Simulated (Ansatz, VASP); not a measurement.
**FeO: programs and potentials compared**

The starting cell:

```
Fe O
1.0
     0.00000    2.15540    2.15540
     2.15540    0.00000    2.15540
     2.15540    2.15540    0.00000
Fe O
1 1
Direct
  0.00000 0.00000 0.00000
  0.50000 0.50000 0.50000
```

Alike in all runs: task relaxation of cell and atoms; functional revPBE; k mesh 8 × 8 × 8; occupations fermi-dirac, width 0.05 eV; collinear spin, ferromagnetic start; no spin-orbit coupling. The measured crystal is an antiferromagnetic insulator; the state found here is the runs' own.

```
                        program and potentials  plane-wave cutoff (eV)                                                                                          notes  equilibrium volume (Å³/atom)
                            Ansatz, Ansatz PAW                     420  potentials made for PBE, which Ansatz adapts in part; 11 valence electrons an atom on average                         10.23
Ansatz, all-electron LAPW, scalar-relativistic                       -                                                                                              -                         10.23
             VASP, PBE PAW files Fe, O, 600 eV                     600                                potentials made for PBE; 7 valence electrons an atom on average                         10.22
```

The equilibrium volume spans 10.22 (VASP, PBE PAW files Fe, O, 600 eV) to 10.23 Å³/atom (Ansatz, Ansatz PAW), with all-electron results at 10.23. Some sets were made for another functional than the one run, which can shift their rows. The state is the one that the start led to, which needn't be the lowest. Relaxations stop with a little pressure left, so the last digit of a volume isn't settled.

Differences between rows come from potentials, basis sets and numerical settings, since the functional is the same but for its coding. Runs on potential files found faulty are left out.
